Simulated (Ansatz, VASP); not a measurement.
## Bi in VASP and in Ansatz

```
Bi
1.0
     3.46518   -3.11155    0.00000
     3.46518    3.11155    0.00000
    -1.25178    0.00000    3.09265
Bi
2
Cartesian
  4.1457 0.0000 2.6516
  1.5329 0.0000 0.4411
```

This isn't the form of Bi at room conditions, which is rhombohedral.

Alike in both runs: task single point; functional LDA; k mesh 6 × 6 × 9; occupations fermi-dirac, width 0.05 eV; no spin polarisation.

```csv
,VASP,Ansatz
version,VASP 6.6.1,Ansatz 0.2.0
potentials or method,"VASP PAW LDA potentials, release 64 (Bi_d)",Ansatz PAW
plane-wave cutoff (eV),520,420
valence electrons in the cell,30,30
```

|  | VASP | Ansatz | Ansatz less VASP |
| --- | --- | --- | --- |
| gap on the k mesh at the Fermi level (eV) | none | none | - |
| pressure (GPa) | -2.7 | -2.8 | -0.03 |
| largest component of the traceless stress (GPa) | 0.71 | 0.71 | +0.002 |
| rms of the force components (eV/Å) | 0.033 | 0.037 | +0.0040 |

Atom by atom the forces differ by 0.004 eV/Å (rms over components). A gap of «none» marks a metal or a gap that the smearing closes.

Caveats: spin-orbit coupling is left out, which moves the levels of the heavy elements; the PAW data sets come from PBE, with cores solved anew for the run's functional, which leaves a small shift of forces and pressure (Ansatz).
